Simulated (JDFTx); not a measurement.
## GaP under changes of volume

One of the cells (20.240 Å³/atom); the others are scaled copies at fixed shape and fractional positions:

```
Ga P
1.0
     0.00000    2.72525    2.72525
     2.72525    0.00000    2.72525
     2.72525    2.72525    0.00000
Ga P
1 1
Direct
  0.00000 0.00000 0.00000
  0.75000 0.75000 0.75000
```

| Property | Result |
| --- | --- |
| Program | JDFTx 1.7.0 (patched build) |
| Functional | LDA |
| Potentials or basis | PseudoDojo-SR-LDA-0.4.1-standard |
| Cutoff | 1088 eV |
| Density cutoff | 8708 eV |
| k mesh | 8 × 8 × 8 |
| Occupations | fermi-dirac, width 0.05 eV |
| Spin | no spin polarisation |

| volume (Å³/atom) | energy over the lowest point (meV/atom) | pressure (GPa) | gap on the mesh (eV) |
| --- | --- | --- | --- |
| 19.026 | ? | ? | ? |
| 19.431 | 0.00 | 0.5 | 1.43 |
| 19.836 | 0.97 | -1.3 | 1.47 |
| 20.240 | 6.30 | -2.9 | 1.50 |
| 20.645 | 15.51 | -4.4 | 1.44 |
| 21.050 | 28.19 | -5.7 | 1.28 |
| 21.455 | 43.95 | -6.8 | 1.13 |

**Question.** What does the run at 19.026 Å³/atom give?

**Answer.** Energy over the lowest point 3.90 meV/atom; pressure 2.6 GPa; gap on the mesh 1.38 eV.

Worked out: A Birch-Murnaghan fit of order 3 (a polynomial in V^(-2/3)) to the other rows has its minimum at 19.55 Å³/atom with B0 = V·E''(V) = 90 GPa and B' = 4.6. It gives 3.93 meV/atom at 19.026 Å³/atom, against the run's 3.90, and -dE/dV = 2.6 GPa, against 2.6. A parabola through the other rows of the gap, of slope 8.16 eV per unit of ln V there, extrapolates to 1.29 eV, against the run's 1.38.

Energies are extrapolated to zero smearing.

A mesh can miss the band edges. Spin-orbit coupling on Ga is left out.
